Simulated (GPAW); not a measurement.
**Ni3 Cu7 Ni3 111: which magnetic order is lowest**

Does Ni3 Cu7 Ni3 111 prefer parallel or opposed moments, or none?

Program: GPAW 26.7.0. Level of theory: PBE; plane waves with GPAW's PAW setups, scalar-relativistic. Results are calculated unless marked as measured.

## (1) The starting structure

The cell holds 13 atoms: 6 Ni and 7 Cu. Its edges and angles: a = 2.556 Å, b = 2.556 Å, c = 36.228 Å, α = 90.0°, β = 90.0°, γ = 120.0°. ideal sites on the substrate's mesh, layer spacings from atomic volumes, unrelaxed, 12 A of vacuum. Vacuum lies along c.

## (2) Start 1: ferro ++++++

Parallel moments need no larger cell; this start tests for a ferromagnetic state only.

File order1.py:

```python
import json
import numpy as np
from ase import Atoms
from ase.parallel import paropen, parprint
from gpaw import GPAW

atoms = Atoms(['Ni', 'Ni', 'Ni', 'Cu', 'Cu', 'Cu', 'Cu', 'Cu', 'Cu', 'Cu', 'Ni', 'Ni', 'Ni'],
    cell=[[2.556191, 0.0, 0.0],
         [-1.278096, 2.213726, 0.0],
         [0.0, 0.0, 36.228148]],
    scaled_positions=[[0.0, 0.0, 0.165617],
         [0.333333, 0.666667, 0.218787],
         [0.666667, 0.333333, 0.271956],
         [0.0, 0.0, 0.327321],
         [0.333333, 0.666667, 0.384881],
         [0.666667, 0.333333, 0.44244],
         [0.0, 0.0, 0.5],
         [0.333333, 0.666667, 0.55756],
         [0.666667, 0.333333, 0.615119],
         [0.0, 0.0, 0.672679],
         [0.333333, 0.666667, 0.728044],
         [0.666667, 0.333333, 0.781213],
         [0.0, 0.0, 0.834383]],
    pbc=True,
    magmoms=[0.8, 0.8, 0.8, 0.0, 0.0, 0.0, 0.0, 0.0, 0.0, 0.0, 0.8, 0.8, 0.8])
atoms.calc = GPAW(mode={'name': 'pw', 'ecut': 450},
    xc='PBE',
    kpts={'size': (20, 20, 1), 'gamma': True},
    occupations={'name': 'fermi-dirac', 'width': 0.05},
    convergence={'density': 1e-05, 'energy': 1e-05},
    maxiter=200,
    mixer={'name': 'pulay', 'beta': 0.03, 'nmaxold': 8, 'weight': 100},
    symmetry={'tolerance': 1e-4},
    txt='order1.txt')
e = atoms.get_potential_energy(force_consistent=True)
res = {'free_energy': e, 'energy_sigma0': atoms.get_potential_energy(), 'fermi_energy': atoms.calc.get_fermi_level()}
res['moments'] = atoms.get_magnetic_moments().tolist()
res['total'] = atoms.get_magnetic_moment()
parprint('site moments (muB):', np.round(res['moments'], 3))
parprint(f"total moment: {res['total']:.3f} muB")
parprint(f'free energy: {e:.6f} eV')
atoms.calc.write('order1.gpw')
with paropen('results.json', 'w') as f:
    json.dump(res, f)
```

Command:

```console
$ OMP_NUM_THREADS=1 mpirun -n 4 gpaw python order1.py > order1.log
```

Numbers of over 12 decimals in the logs are rounded to 6 here.

What it wrote:

```text
site moments (muB): [ 0.759  0.728  0.504 -0.001  0.     0.002  0.001  0.002  0.    -0.001
  0.504  0.728  0.759]
total moment: 3.756 muB
free energy: -67.481651 eV

--- order1.txt ---
Input parameters:
  mode=PW(ecut=450),
  convergence={'density': 1e-05, 'energy': 1e-05},
  kpts=MonkhorstPack(size=(20, 20, 1), gamma=True),
  maxiter=200,
  mixer=Pulay(name='pulay', nmaxold=8, beta=0.03, weight=100, sigma=0.015, g_ss=None),
  occupations=Occupations(name='fermi-dirac', width=0.05),
  symmetry=Symmetry(tolerance=0.0001),
  xc=XC(name='PBE')

Diagonalizing LCAO Hamiltonian
Converting LCAO to pw mode

       Ni

           Ni

        Ni

       Cu

           Cu

        Cu

       Cu

           Cu

        Cu

       Cu

           Ni

        Ni

       Ni

Atoms  # Å, Bohr magnetons
|    | symbol |         x |        y |         z |    initial magnetic moments |
|----|--------|-----------|----------|-----------|-----------------------------|
|  0 |     Ni |  0.000000 | 0.000000 |  5.999997 | ( 0.0000,  0.0000,  0.8000) |
|  1 |     Ni | -0.000002 | 1.475818 |  7.926248 | ( 0.0000,  0.0000,  0.8000) |
|  2 |     Ni |  1.278097 | 0.737908 |  9.852462 | ( 0.0000,  0.0000,  0.8000) |
|  3 |     Cu |  0.000000 | 0.000000 | 11.858234 | ( 0.0000,  0.0000,  0.0000) |
|  4 |     Cu | -0.000002 | 1.475818 | 13.943526 | ( 0.0000,  0.0000,  0.0000) |
|  5 |     Cu |  1.278097 | 0.737908 | 16.028782 | ( 0.0000,  0.0000,  0.0000) |
|  6 |     Cu |  0.000000 | 0.000000 | 18.114074 | ( 0.0000,  0.0000,  0.0000) |
|  7 |     Cu | -0.000002 | 1.475818 | 20.199366 | ( 0.0000,  0.0000,  0.0000) |
|  8 |     Cu |  1.278097 | 0.737908 | 22.284622 | ( 0.0000,  0.0000,  0.0000) |
|  9 |     Cu |  0.000000 | 0.000000 | 24.369914 | ( 0.0000,  0.0000,  0.0000) |
| 10 |     Ni | -0.000002 | 1.475818 | 26.375686 | ( 0.0000,  0.0000,  0.8000) |
| 11 |     Ni |  1.278097 | 0.737908 | 28.301900 | ( 0.0000,  0.0000,  0.8000) |
| 12 |     Ni |  0.000000 | 0.000000 | 30.228151 | ( 0.0000,  0.0000,  0.8000) |

Unit cell  # Å
| periodic |         x |        y |         z |   lengths |     angles |
|----------|-----------|----------|-----------|-----------|------------|
|      yes |  2.556191 | 0.000000 |  0.000000 |  2.556191 |  90.000000 |
|      yes | -1.278096 | 2.213726 |  0.000000 |  2.556191 |  90.000000 |
|      yes |  0.000000 | 0.000000 | 36.228148 | 36.228148 | 120.000014 |

Number of symmetries: 12

BZ-sampling:
  Number of BZ points: 400
  Number of IBZ points: 44

  Monkhorst-Pack size: [20, 20, 1]
  Monkhorst-Pack shift: [0.025, 0.025, 0.0]

K-points  # in reciprocal-cell coordinates
|     |                                coordinates |     weight |
|-----|--------------------------------------------|------------|
|   0 | ( -0.00000000,  -0.00000000,   0.00000000) | 0.00250000 |
|   1 | (  0.05000000,  -0.00000000,   0.00000000) | 0.01500000 |
|   2 | (  0.10000000,  -0.05000000,   0.00000000) | 0.01500000 |
|   3 | (  0.10000000,  -0.00000000,   0.00000000) | 0.01500000 |
|   4 | (  0.15000000,  -0.05000000,   0.00000000) | 0.03000000 |
|   5 | (  0.15000000,  -0.00000000,   0.00000000) | 0.01500000 |
|   6 | (  0.20000000,  -0.10000000,   0.00000000) | 0.01500000 |
|   7 | (  0.20000000,  -0.05000000,   0.00000000) | 0.03000000 |
|   8 | (  0.20000000,  -0.00000000,   0.00000000) | 0.01500000 |
|   9 | (  0.25000000,  -0.10000000,   0.00000000) | 0.03000000 |
| ... |                                            |            |
|  43 | (  0.50000000,   0.50000000,   0.00000000) | 0.00750000 |

Plane wave coefficients: 4547
Cutoff: 450.000000 eV

Spin-components: 2 (collinear spins)
Bands:           111
Projectors:      78
Spin-degeneracy: 1
Datatype:        complex128

Parallelization:
  kpt:    4
  domain: 1
  band:   1

Density:
  Valence electrons: 173.0
  Components: 2
  Grid points: [ 14  14 180]
  Charge: 0.0  # |e|

Potential:
  Grid points: [ 14  14 180]

species:
  Ni:
    name:    Nickel
    Z:       28.0
    valence: 16
    core:    12
    charge:  0.0  # [|e|]
    compensation charges:
      type: gauss
      rc: 0.36  # [Å]
      lmax: 2
    cutoffs:
      filter: 2.14  # [Å]
      core: 1.98  # [Å]
    projectors
    | kind |    occ | energy [eV] | rcut [Å] |
    |------|--------|-------------|----------|
    |   4s |  2.000 |      -5.642 |    1.164 |
    |   3p |  6.000 |     -71.394 |    1.207 |
    |   4p |  0.000 |      -1.226 |    1.207 |
    |   3d |  8.000 |      -8.875 |    1.138 |
    |    s |        |      21.570 |    1.164 |
    |    d |        |      18.337 |    1.138 |

    Using partial waves for Ni as LCAO basis

  Cu:
    name:    Copper
    Z:       29.0
    valence: 11
    core:    18
    charge:  0.0  # [|e|]
    compensation charges:
      type: gauss
      rc: 0.33  # [Å]
      lmax: 2
    cutoffs:
      filter: 2.06  # [Å]
      core: 2.43  # [Å]
    projectors
    | kind |    occ | energy [eV] | rcut [Å] |
    |------|--------|-------------|----------|
    |   4s |  1.000 |      -4.609 |    1.164 |
    |   4p |  0.000 |      -0.698 |    1.164 |
    |   3d | 10.000 |      -5.039 |    1.058 |
    |    s |        |      22.603 |    1.164 |
    |    p |        |      26.513 |    1.164 |
    |    d |        |      22.172 |    1.058 |

    Using partial waves for Cu as LCAO basis

Reference energy: -563358.153572  # eV

eigensolver:
  PPCG
  Converge bands: occupied
  niter=2

density mixing:
  Pulay-Mixer
  Linear mixing parameters: 0.03
  Old densities: 8
  Fourier metric: weight=100, sigma=0.015

occupation numbers:
  Fermi-Dirac:
    width: 0.0500  # eV

poisson solver:
  ecut: 3600.000000  # eV

xc functional:
  name: PBE with 2 nearest neighbor stencil

convergence criteria:
- Maximum integral of absolute [dens]ity change: 1e-05 electrons / valence electron
- Maximum [total energy] change in last 3 cyles: 1e-05 eV / valence electron
- Maximum integral of absolute [eigenst]ate change: 4e-08 eV^2 / valence electron
maximum number of iterations: 200

SCF iterations
|iter     |      energy | eigst |  dens |  magmom |
|---------|-------------|-------|-------|---------|
|iter:   1|       0s | -100.741029 | +0.57 |       |  +4.8044|
|iter:   2|      20s | -389.849768 | +1.46 | -0.74 |  +4.6692|
|iter:   3|      40s |  -76.785536 | +0.75 | -0.48 |  +4.6544|
|iter:   4|      59s |  -71.137674 | +0.27 | -1.04 |  +4.6525|
|iter:   5|      79s |  -70.176322 | -0.96 | -1.16 |  +4.5815|
|iter:   6|      99s |  -68.700896 | -1.81 | -1.14 |  +4.5216|
|iter:   7|     118s |  -68.118376 | -2.15 | -1.31 |  +4.4571|
|iter:   8|     138s |  -67.846736 | -1.65 | -1.40 |  +4.3209|
|iter:   9|     157s |  -67.352922 | -1.98 | -1.49 |  +4.2195|
|iter:  10|     177s |  -67.330731 | -2.99 | -1.77 |  +4.2091|
[... 31 iterations left out ...]
|iter:  42|     796s |  -67.430632c| -7.81c| -4.32 |  +3.7589|
|iter:  43|     810s |  -67.430624c| -7.63c| -4.35 |  +3.7588|
|iter:  44|     820s |  -67.430622c| -7.72c| -4.41 |  +3.7584|
|iter:  45|     829s |  -67.430616c| -7.77c| -4.48 |  +3.7581|
|iter:  46|     838s |  -67.430616c| -7.75c| -4.53 |  +3.7578|
|iter:  47|     858s |  -67.430608c| -7.67c| -4.55 |  +3.7572|
|iter:  48|     867s |  -67.430605c| -7.81c| -4.67 |  +3.7570|
|iter:  49|     876s |  -67.430599c| -7.81c| -4.79 |  +3.7568|
|iter:  50|     886s |  -67.430598c| -7.97c| -4.93 |  +3.7565|
|iter:  51|     895s |  -67.430598c| -7.82c| -5.03c|  +3.7564|

Converged in 51 steps
Energy contributions relative to reference atoms: (reference = -563358.153572)

Energy contributions:
  Kinetic:         -52.173698
  Coulomb:          43.477445
  Zero:              1.639165
  External:          0.000000
  Xc:              -60.322456
  Entropy:          -0.102107
  Spinorbit:         0.000000
  ----------------------------
  Free energy:     -67.481651
  Extrapolated:    -67.430598

dipole moment: (-13.570746, -23.505227, -0.000027)  # |e|*Ang

Total magnetic moment: (0.000000, 0.000000, 3.756352)

Local magnetic moments
|        x |        y |         z |
|----------|----------|-----------|
| 0.000000 | 0.000000 |  0.759180 |  # Ni   0
| 0.000000 | 0.000000 |  0.727696 |  # Ni   1
| 0.000000 | 0.000000 |  0.503732 |  # Ni   2
| 0.000000 | 0.000000 | -0.000529 |  # Cu   3
| 0.000000 | 0.000000 |  0.000132 |  # Cu   4
| 0.000000 | 0.000000 |  0.002108 |  # Cu   5
| 0.000000 | 0.000000 |  0.000571 |  # Cu   6
| 0.000000 | 0.000000 |  0.002108 |  # Cu   7
| 0.000000 | 0.000000 |  0.000132 |  # Cu   8
| 0.000000 | 0.000000 | -0.000529 |  # Cu   9
| 0.000000 | 0.000000 |  0.503732 |  # Ni  10
| 0.000000 | 0.000000 |  0.727696 |  # Ni  11
| 0.000000 | 0.000000 |  0.759180 |  # Ni  12

Fermi level: 4.610
Eigenvalues  # (at kpt = [-0.000, -0.000, 0.000])
| band index |      eig [eV] | occ [0-1] |      eig [eV] | occ [0-1] |
|------------|---------------|-----------|---------------|-----------|
|          0 |       -59.663 |     1.000 |       -58.746 |     1.000 |
|        ... |               |           |               |           |
|         85 |         3.340 |     1.000 |         3.949 |     1.000 |
|         86 |         3.420 |     1.000 |         3.949 |     1.000 |
|         87 |         3.590 |     1.000 |         4.217 |     1.000 |
|         88 |         3.590 |     1.000 |         4.217 |     1.000 |
|         89 |         3.590 |     1.000 |         4.217 |     1.000 |
|         90 |         3.590 |     1.000 |         4.217 |     1.000 |
|         91 |         3.978 |     1.000 |         4.778 |     0.033 |
|         92 |         3.978 |     1.000 |         4.778 |     0.033 |
|         93 |         3.978 |     1.000 |         4.779 |     0.033 |
|         94 |         3.978 |     1.000 |         4.779 |     0.033 |
|         95 |         4.773 |     0.037 |         4.787 |     0.029 |
|         96 |         4.814 |     0.017 |         4.819 |     0.015 |
|         97 |         9.058 |     0.000 |         9.077 |     0.000 |
|         98 |         9.306 |     0.000 |         9.287 |     0.000 |
|         99 |         9.772 |     0.000 |         9.801 |     0.000 |
|        100 |        10.858 |     0.000 |        10.893 |     0.000 |
|        ... |               |           |               |           |
|        110 |        23.163 |     0.000 |        23.194 |     0.000 |

No gap
No difference between direct/indirect transitions
```

It took 15 min on 4 MPI ranks of Arm Neoverse V2, shared host; peak memory 1.8 GiB.

Spin moment in the augmentation sphere by atom:

| atom | spin moment in the augmentation sphere (μB) |
| --- | --- |
| Ni1 | 0.759 |
| Ni2 | 0.728 |
| Ni3 | 0.504 |
| Cu4 | -0.001 |
| Cu5 | 0.000 |
| Cu6 | 0.002 |
| Cu7 | 0.001 |
| Cu8 | 0.002 |
| Cu9 | 0.000 |
| Cu10 | -0.001 |
| Ni11 | 0.504 |
| Ni12 | 0.728 |
| Ni13 | 0.759 |

Read from the output:

- magnetization: 3.756 μB
- final state: ferromagnetic

After 51 cycles the largest moment stands at 0.759 μB.

(Continued in part 2 of 2.)

[Logs and program files are shortened in this print: banners, set-up blocks, solver, clock and traceback lines can be left out without a mark of their own.]

[Logs are printed without paths, hosts, clocks, repeated set-up lines and the standing remarks that a program may print on its own settings, such as how far it seeks lower states.]

[Hosts, paths, dates, database ids (printed as entryN), source tags and the programs' standing remarks are cut or masked in the printed files.]

[Where a cell is said to come from a database of computed structures, the database is the Materials Project.]
